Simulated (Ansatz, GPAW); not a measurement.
# H2 in line between two Ga chains: transmission at several levels

Aim: T(E), conductance and thermopower of H2 in line between two Ga chains, and what cheaper settings cost in accuracy.

Method: Ansatz plane waves; Landauer transmission by layers, zero bias, in the first sound run; inputs show where later runs differ, in GPAW 26.7.0 and Ansatz 0.2.0.

## 1. Starting point

The cell holds 12 atoms: 10 Ga and 2 H. Cell: a = 9.000 Å, b = 9.000 Å, c = 26.800 Å, α = 90.0°, β = 90.0°, γ = 90.0°. Regions: left lead, 5 atoms (5 Ga); channel, 2 atoms (2 H); right lead, 5 atoms (5 Ga). Vacuum lies along a and b. The structure is stacked along c, and the current runs across the ab planes.

## 2. Plane waves, PBE

A plane-wave run comes first: its basis does not favour the atoms, so it serves as the reference for the orbital bases.

input.yaml

```yaml
crystal:
  lattice:
    - [9.0, 0.0, 0.0]
    - [0.0, 9.0, 0.0]
    - [0.0, 0.0, 26.7998]
  atoms:
    - { symbol: Ga, position: [0.5, 0.5, 0.0475749819] }
    - { symbol: Ga, position: [0.5, 0.5, 0.1427249457] }
    - { symbol: Ga, position: [0.5, 0.5, 0.2378749095] }
    - { symbol: Ga, position: [0.5, 0.5, 0.3330248733] }
    - { symbol: Ga, position: [0.5, 0.5, 0.4281748371] }
    - { symbol: H, position: [0.5, 0.5, 0.4841416727] }
    - { symbol: H, position: [0.5, 0.5, 0.5158583273] }
    - { symbol: Ga, position: [0.5, 0.5, 0.5718251629] }
    - { symbol: Ga, position: [0.5, 0.5, 0.6669751267] }
    - { symbol: Ga, position: [0.5, 0.5, 0.7621250905] }
    - { symbol: Ga, position: [0.5, 0.5, 0.8572750543] }
    - { symbol: Ga, position: [0.5, 0.5, 0.9524250181] }
kpoints:
  mp_grid: { grid: [1, 1, 3] }
hamiltonian:
  xc: pbe
scf:
  occupations: { method: fermi_dirac, width: 0.1 }
output:
  transmission:
    leads: [[0, 1]]
    e_range: [-2, 2]
    de: 0.05
    kmesh: [1, 1]
    reduced_basis: true
  write_potential: true
  write_density: true
  volumetric_format: npy
  elf: true
```

Launch:

```bash
ansatz run input.yaml --threads 2 --pin off --max-ram 4096MiB --backend cpu --events-out ev --progress --plain --runs-dir out
```

Numbers of over 12 decimals in the logs are rounded to 6 here.

Output:

```text
Engine: ansatz 0.2.0, x86_64-unknown-linux-gnu
Pseudopotentials: kind: paw
Pseudopotential: Ga, paw, valence charge 13, recommended cutoff 420 eV (normal), Ga.paw.azcp
Pseudopotential: H, paw, valence charge 1, recommended cutoff 420 eV (normal), H.paw.azcp
Functional definition: PBE
  parameter kappa = 0.804
  parameter beta = 0.066725
  exchange = pbe_x(kappa = kappa, mu = beta*pi^2/3)
  correlation = pbe_c(beta = beta)
Crystal: 12 atoms, lattice volume = 2170.784 Å³
Basis set: ecut = 420 eV, 42397 PW (Γ)
Bands: 80, of which v1, the nominal top of the filled ones, is band 66 counted from 1 (65 counted from 0)
Symmetry: 16 space group operations
Space group: P4/mmm (ITA 123), of the structure as read, at distance tolerance 1.3e-4 Å
k-points: 2 of 3
Non-local potential: Ga, projectors of the file, l = 0: 2, l = 1: 2, l = 2: 3, l = 3: 1
Non-local potential: H, projectors of the file, l = 0: 2, l = 1: 1
PAW form: soft (Blöchl's): semilocal exchange-correlation on the pseudo side does not see the compensation charge
PAW one-centre angular grid: Ga, 590 points (default); XC on 64 Gauss nodes
PAW one-centre angular grid: H, 110 points (default); XC on 64 Gauss nodes
Initial density: superposition of atomic densities (neutral atoms: chi_scale 0, normalization atom), corrected by the library's trained network
Initial wavefunctions: pseudopotential atomic-orbital guess
Functional: x = pbe(κ = 0.804, μ = 0.219515), c = pbe(β = 0.066725)
SCF iter   1: F=—  HF=-37846.731983 eV  |F-HF|=—  |Δ(HF+E_count)|=         —  Δρ=3.07e-3  dr2=5.16e0  ethr=1.77e-3  ⟨swp⟩=6.5  Hψ=556  notcnv=0
preconditioner: auto → LDOS  [metal: Δε(μ)=0.181 eV  Ē_g=13.729 eV  σ=0.100 eV  W_gap=0.42  n_scr=186 (ndim 8)  ℏωp=9.2 eV  f_vac=0.733  D(μ)=18.38/eV (n_scr^D=74)  β→1.0]
SCF iter   2: F=—  HF=-37846.562345 eV  |F-HF|=—  |Δ(HF+E_count)|=   1.70e-1  Δρ=1.07e-3  dr2=3.68e-1  ethr=1.77e-3  ⟨swp⟩=3.0  Hψ=201  notcnv=0
SCF iter   3: F=—  HF=-37846.559051 eV  |F-HF|=—  |Δ(HF+E_count)|=   3.29e-3  Δρ=4.57e-4  dr2=2.13e-2  ethr=2.79e-4  ⟨swp⟩=2.0  Hψ=164  notcnv=0
SCF iter   4: F=—  HF=-37846.560548 eV  |F-HF|=—  |Δ(HF+E_count)|=   1.50e-3  Δρ=5.26e-4  dr2=7.97e-3  ethr=1.61e-5  ⟨swp⟩=2.0  Hψ=295  notcnv=0
SCF iter   5: F=—  HF=-37846.556818 eV  |F-HF|=—  |Δ(HF+E_count)|=   3.73e-3  Δρ=1.33e-4  dr2=3.18e-3  ethr=6.04e-6  ⟨swp⟩=2.0  Hψ=291  notcnv=0
SCF iter   6: F=—  HF=-37846.556746 eV  |F-HF|=—  |Δ(HF+E_count)|=   7.20e-5  Δρ=5.59e-5  dr2=4.30e-4  ethr=2.41e-6  ⟨swp⟩=1.0  Hψ=160  notcnv=0
SCF iter   7: F=—  HF=-37846.556735 eV  |F-HF|=—  |Δ(HF+E_count)|=   1.10e-5  Δρ=2.14e-5  dr2=2.80e-5  ethr=3.26e-7  ⟨swp⟩=2.0  Hψ=180  notcnv=0
SCF iter   8: F=—  HF=-37846.556797 eV  |F-HF|=—  |Δ(HF+E_count)|=   6.20e-5  Δρ=1.18e-5  dr2=7.86e-6  ethr=2.12e-8  ⟨swp⟩=2.0  Hψ=277  notcnv=0
SCF iter   9: F=—  HF=-37846.556797 eV  |F-HF|=—  |Δ(HF+E_count)|=   8.78e-7  Δρ=7.03e-6  dr2=4.44e-6  ethr=5.96e-9  ⟨swp⟩=2.0  Hψ=273  notcnv=0
SCF iter  10: F=—  HF=-37846.556796 eV  |F-HF|=—  |Δ(HF+E_count)|=   5.68e-7  Δρ=2.68e-6  dr2=5.73e-7  ethr=3.36e-9  ⟨swp⟩=2.0  Hψ=269  notcnv=0
SCF iter  11: F=-37846.556796 eV  HF=-37846.556796 eV  |F-HF|=1.89e-8  |Δ(HF+E_count)|=   2.77e-8  Δρ=9.92e-7  dr2=6.90e-8  ethr=7.58e-11  ⟨swp⟩=6.0  Hψ=419  notcnv=0
SCF 1 converged in 11 iterations: F = -37846.556796 eV  dr2 = 6.90e-8
  greatest PAW one-centre occupation: 0.995 electrons in one spin orbital (limit 2), on the Ga atom at site 7 (counted from 0), in its partial waves of l = 2
transmission: 34 of 204 steps passed
transmission: 68 of 204 steps passed
[...]
transmission: 204 of 204 steps passed
WARN: The output density's exchange-correlation potential varies sharply where the density is thin. Do not read a vacuum level from v_tot or v_xc, or from such a field of the output density. On a cell that repeats whose density bears no net charge and no dipole along the vacuum's axis use v_es (v_loc + v_h of the components); under efield.dipole_correction with no amplitude use v_es + v_field, which holds any externa [...]
SCF converged after 11 iterations
Free energy (F): -37846.556796 eV
Harris-Foulkes:  -37846.556796 eV  (|F-HF|=1.89e-8)
Internal energy: -37845.866244 eV  (E = F + TS)
E sigma→0 (E₀):  -37846.211520 eV
Entropy (-TS):   -0.690551 eV (-57.546 meV/atom)
Fermi energy:    -2.546114 eV
--- Per-component energies (eV) ---
  E_band       = -1976.702255
  E_kinetic    = 1164.441243
  E_local      = -39510.146030  (includes V_loc(G=0)·N_el)
  E_nonlocal   = 4207.237453
  E_hartree    = 18381.402653
  E_xc         = -699.775220
  E_vxc        = -585.295264  (∫ρ·V_xc dr)
  E_paw        = -19831.783091  (= ΣΔE_a)
  E_vpaw       = -4015.730591  (= ΣTr[D̂ρ^β])
  E_aug_tail   = -0.003920  (compensation charges beyond the density's cutoff)
  E_ewald      = -1557.239333
  E_smearing   = -0.690551  (= −TS)
  E_closure    = -0.000000  (closes the sum)
  Σ components = -37846.556796   (vs F -37846.556796, Δ=0.00e0)
--- Band table (eV) ---
  k-point 0: bands = [... 62 lower, -2.7766, -2.6934, -2.6335, -2.5930, -2.5930, -2.5204, -2.5204, -2.0197, ... 10 higher]
  k-point 1: bands = [... 62 lower, -2.7576, -2.7576, -2.6717, -2.6717, -2.4040, -2.4040, -2.1651, -2.1651, ... 10 higher]
--- Transmission ---
  basis      : 717 plane waves across, 34 finite elements along
  points     : 1, standing for a mesh of 1 x 1
  energies   : 81 from -2.000000 to 2.000000 eV about the Fermi level, 0.050000 eV apart; the leads are filled to 0.000000 eV, and channels, transmission and decay are at 0.000000 eV
  crystal 0  : Ga1, at the sites [0, 1], period 2.5500 Å, over 25.50 Å; its Hamiltonian steps by up to 8.4 meV
    offset         : up to 0.0000 Å between an atom of the period and one for which it stands
    channels       : 3.000000e0 a spin
    conductance    : none, the energies end too early or step too widely for 300 K: set another output.transmission.e_range or a lower de, or, where they end at an eighth of basis.ecutwfc, a higher one
  junction   : crystal 0 to crystal 0, 0.70 to 24.95 Å
    transmission   : 2.467512e0 a spin
    error estimate : 6.055970e-4 a spin from the reduction of the transverse basis, at the most 1.495841e-3 at -0.200000 eV
    conductance    : none, the energies end too early or step too widely for 300 K: set another output.transmission.e_range or a lower de, or, where they end at an eighth of basis.ecutwfc, a higher one
```

Elapsed: 27 s, on 2 threads of AMD EPYC 9R45, shared host; peak memory 2.3 GiB; 40 s of CPU time.

In the SCF lines HF is the Harris–Foulkes energy and dr2 the Hartree energy of the density residual, in eV; the loop may stop once dr2 is under the threshold and the program's other checks hold. Hψ counts applications of the Hamiltonian.

Numbers from this step:

- free energy: -37846.5568 eV
- smearing term TS: 0.6906 eV
- symmetry operations: 16
- lead level: 0 eV from the Fermi level
- transmission at the Fermi level (one spin): 2.468
- open channels of the lead at the Fermi level (one spin): 3
- step of the potential along the lead: 8.4 meV
- offset of the lead: 0 Å

One spin. Transmission, zone mean against energy, zero at the Fermi level:

energy (eV), transmission, zone mean and a bar:
```
   -2.000       0.99 ############
   -1.800       0.99 ############
   -1.600       0.97 ############
   -1.400       0.00 
   -1.200       1.00 ############
   -1.000       1.00 ############
   -0.800       1.00 ############
   -0.600       1.00 ############
   -0.400       1.00 ############
   -0.200       1.95 ########################
    0.000       2.47 ##############################
    0.200       2.29 ############################
    0.400       2.09 #########################
    0.600       1.96 ########################
    0.800       1.91 #######################
    1.000       1.90 #######################
    1.200       1.89 #######################
    1.400       1.89 #######################
    1.600       1.89 #######################
    1.800       1.88 #######################
    2.000       1.88 #######################
```

One spin. Open channels, zone mean against energy, zero at the Fermi level:

energy (eV), open channels, zone mean and a bar:
```
    -2.00       1.00 ##########
    -1.90       1.00 ##########
    -1.80       1.00 ##########
    -1.70       1.00 ##########
    -1.55       1.00 ##########
    -1.45       0.00 
    -1.35       1.00 ##########
    -1.25       1.00 ##########
    -1.15       1.00 ##########
    -1.05       1.00 ##########
    -0.90       1.00 ##########
    -0.80       1.00 ##########
    -0.70       1.00 ##########
    -0.60       1.00 ##########
    -0.50       1.00 ##########
    -0.40       1.00 ##########
    -0.25       3.00 ##############################
    -0.15       3.00 ##############################
    -0.05       3.00 ##############################
     0.00       3.00 ##############################
     0.05       3.00 ##############################
     0.15       3.00 ##############################
     0.25       3.00 ##############################
     0.40       3.00 ##############################
     0.50       3.00 ##############################
     0.60       3.00 ##############################
     0.70       3.00 ##############################
     0.80       3.00 ##############################
     0.90       3.00 ##############################
     1.05       3.00 ##############################
     1.15       3.00 ##############################
     1.25       3.00 ##############################
     1.35       3.00 ##############################
     1.45       3.00 ##############################
     1.55       3.00 ##############################
     1.70       3.00 ##############################
     1.80       3.00 ##############################
     1.90       3.00 ##############################
     2.00       3.00 ##############################
```

Crystal 0, spin -, k parallel (0, 0); distinct values, listed up to 1.5 1/Å. The Im kz of the slowest decaying states by energy, zero at the Fermi level:

```
energy (eV)  decay 1 (Å⁻¹)  decay 2 (Å⁻¹)  decay 3 (Å⁻¹)  decay 4 (Å⁻¹)
    -2.0000          0.646           1.14           1.27           1.35
    -1.7500          0.600           1.11           1.24           1.33
    -1.5000         0.0023          0.548           1.08           1.21
    -1.2500          0.491           1.05           1.19           1.28
    -1.0000          0.426           1.01           1.16           1.26
    -0.7500          0.348          0.980           1.13           1.23
    -0.5000          0.246          0.946           1.10           1.21
    -0.2500          0.910           1.07           1.18           1.19
     0.0000          0.872           1.04           1.15           1.16
     0.2500          0.833           1.00           1.13           1.13
     0.5000          0.792          0.971           1.10           1.10
     0.7500          0.749          0.937           1.07           1.07
     1.0000          0.703          0.901           1.04           1.04
     1.2500          0.654          0.864           1.00           1.01
     1.5000          0.601          0.824          0.971          0.974
     1.7500          0.542          0.783          0.936          0.941
     2.0000          0.477          0.740          0.900          0.906
```

Crystal 0, spin -, k parallel (0, 0). The Re kz of states that move upwards by energy, zero at the Fermi level:

```
energy (eV)  channel 1 (Å⁻¹)  channel 2 = channel 3 (Å⁻¹)
     -2.000             1.17                            -
     -1.800             1.20                            -
     -1.600             1.22                            -
     -1.400                -                            -
     -1.200            -1.21                            -
     -1.000            -1.19                            -
     -0.800            -1.17                            -
     -0.600            -1.15                            -
     -0.400            -1.13                            -
     -0.200            -1.11                        0.114
      0.000            -1.09                        0.250
      0.200            -1.07                        0.335
      0.400            -1.06                        0.403
      0.600            -1.04                        0.461
      0.800            -1.02                        0.513
      1.000            -1.00                        0.561
      1.200           -0.985                        0.605
      1.400           -0.968                        0.647
      1.600           -0.951                        0.686
      1.800           -0.934                        0.723
      2.000           -0.918                        0.759
```

The electrostatic potential energy of an electron (with the applied field's), less the Fermi level, planar mean oscillates, so the rows of the table below give means over windows of 2.53 Å about each position, cut where the curve ends. Its maxima inside the range that stand out by 2 % of the span (Å: eV): 2.5: 3.61, 5.1: 3.61, 7.6: 3.62, 10.1: 3.50, 12.7: 3.10, 13.4: 3.20, 14.1: 3.10, 16.7: 3.50, 19.2: 3.62, 21.7: 3.61, 24.3: 3.61. Its minima: 1.3: 2.61, 3.9: 2.60, 6.4: 2.61, 8.9: 2.59, 11.6: 2.30, 13.0: 3.01, 13.8: 3.01, 15.2: 2.30, 17.9: 2.59, 20.4: 2.61, 22.9: 2.60, 25.5: 2.61.

Table of electrostatic potential energy of an electron (with the applied field's), less the Fermi level, planar mean by z; means over each step:

```
z (Å)  electrostatic potential energy of an electron (with the applied field's), less the Fermi level, planar mean (eV)
 1.26                                                                                                              3.09
 3.79                                                                                                              3.08
 6.33                                                                                                              3.09
 8.86                                                                                                              3.06
11.39                                                                                                              2.80
13.92                                                                                                              2.93
16.45                                                                                                              2.95
18.98                                                                                                              3.10
21.51                                                                                                              3.10
24.04                                                                                                              3.09
26.57                                                                                                              2.96
```

The valence density, planar mean oscillates, so the rows of the table below give means over windows of 2.53 Å about each position, cut where the curve ends. Its maxima inside the range that stand out by 2 % of the span (Å: e/Å³): 1.3: 0.208, 3.9: 0.212, 6.4: 0.215, 8.9: 0.217, 11.5: 0.216, 15.3: 0.216, 17.9: 0.217, 20.4: 0.215, 22.9: 0.212, 25.5: 0.208. Its minima: 2.5: 0.0136, 5.1: 0.0136, 7.6: 0.0138, 10.1: 0.0141, 13.4: 0.0145, 16.7: 0.0141, 19.2: 0.0138, 21.7: 0.0136, 24.3: 0.0136.

Valence density, planar mean against z; means over each step:

```
z (Å)  valence density, planar mean (e/Å³)
 1.26                               0.0633
 3.79                               0.0633
 6.33                               0.0633
 8.86                               0.0636
11.39                               0.0636
13.92                               0.0299
16.45                               0.0623
18.98                               0.0623
21.51                               0.0622
24.04                               0.0623
26.57                               0.0881
```

ELF in the ca plane at fractional y = 0.500, with atoms of Ga and H within 0.2 Å of it. It is the smooth field of the valence electrons, not physical close to the nuclei.

Values, 13 rows by 16 columns, each cell a mean:
```
0.00 0.00 0.00 0.00 0.00 0.00 0.00 0.00 0.00 0.00 0.00 0.00 0.00 0.00 0.00 0.00
0.02 0.02 0.03 0.02 0.03 0.03 0.03 0.04 0.01 0.01 0.03 0.04 0.03 0.03 0.03 0.02
0.08 0.08 0.11 0.08 0.12 0.10 0.10 0.13 0.05 0.01 0.09 0.13 0.09 0.12 0.10 0.09
0.22 0.23 0.30 0.20 0.31 0.26 0.25 0.32 0.10 0.02 0.20 0.32 0.22 0.31 0.26 0.23
0.41 0.42 0.41 0.41 0.42 0.42 0.43 0.40 0.24 0.10 0.35 0.42 0.42 0.42 0.43 0.41
0.37 0.38 0.23 0.46 0.24 0.34 0.42 0.22 0.61 0.72 0.41 0.24 0.47 0.23 0.36 0.39
0.31 0.31 0.13 0.44 0.16 0.25 0.38 0.12 0.75 0.96 0.41 0.15 0.45 0.14 0.29 0.34
0.40 0.40 0.29 0.47 0.31 0.37 0.43 0.28 0.50 0.51 0.40 0.30 0.48 0.30 0.39 0.41
0.37 0.38 0.43 0.35 0.43 0.40 0.39 0.42 0.18 0.05 0.31 0.43 0.36 0.43 0.40 0.37
0.17 0.17 0.23 0.15 0.24 0.20 0.19 0.26 0.08 0.01 0.16 0.26 0.17 0.24 0.20 0.17
0.06 0.06 0.08 0.06 0.09 0.08 0.07 0.10 0.04 0.01 0.07 0.09 0.07 0.09 0.07 0.06
0.01 0.01 0.02 0.01 0.02 0.02 0.02 0.02 0.01 0.00 0.01 0.02 0.02 0.02 0.02 0.01
0.00 0.00 0.00 0.00 0.00 0.00 0.00 0.00 0.00 0.00 0.00 0.00 0.00 0.00 0.00 0.00
```
Columns run along c (16.0 Å, from fractional 0.16 to 0.75 of the cell), rows up along a (9.0 Å). Atoms in or near the plane, at fractional coordinates: Ga at (0.24, 0.50), Ga at (0.33, 0.50), Ga at (0.43, 0.50), H at (0.48, 0.50), H at (0.52, 0.50), Ga at (0.57, 0.50), Ga at (0.67, 0.50).

Valence density in the ca plane at fractional y = 0.500, with atoms of Ga and H within 0.2 Å of it. It is the smooth field of the valence electrons, not physical close to the nuclei.

Ten steps, logarithmic in the rise over the least value, from '0' (0 e/Å³) to '9' (30 e/Å³), each cell a mean:
```
00000000000000000000000000000000000000000000
00000000000000000000000000000000000000000000
00000000000000000000000000000000000000000000
00000000000000000000000000000000000000000000
00000000000000000000000000000000000000000000
00000000000000000000000000000000000000000000
00000000000000000000000000000000000000000000
00000000000000000000000000000000000000000000
00000000000000000000000000000000000000000000
11011221100122110112211000001122110112211011
42112564211256421125642222222466311146631113
62114896211489621148962333332699421269942125
52113785211378621137852232322588411258841124
21112342111234211123421111111233211123321112
10000111000011100001110000000111100011110001
00000000000000000000000000000000000000000000
00000000000000000000000000000000000000000000
00000000000000000000000000000000000000000000
00000000000000000000000000000000000000000000
00000000000000000000000000000000000000000000
00000000000000000000000000000000000000000000
00000000000000000000000000000000000000000000
00000000000000000000000000000000000000000000
00000000000000000000000000000000000000000000
```
Columns run along c (16.0 Å, from fractional 0.16 to 0.75 of the cell), rows up along a (9.0 Å). Atoms in or near the plane, at fractional coordinates: Ga at (0.24, 0.50), Ga at (0.33, 0.50), Ga at (0.43, 0.50), H at (0.48, 0.50), H at (0.52, 0.50), Ga at (0.57, 0.50), Ga at (0.67, 0.50).

(Continued in part 2 of 3.)

[Logs are printed without paths, hosts, clocks, repeated set-up lines and the standing remarks that a program may print on its own settings, such as how far it seeks lower states.]

[Hosts, paths, dates, database ids (printed as entryN), source tags and the programs' standing remarks are cut or masked in the printed files.]
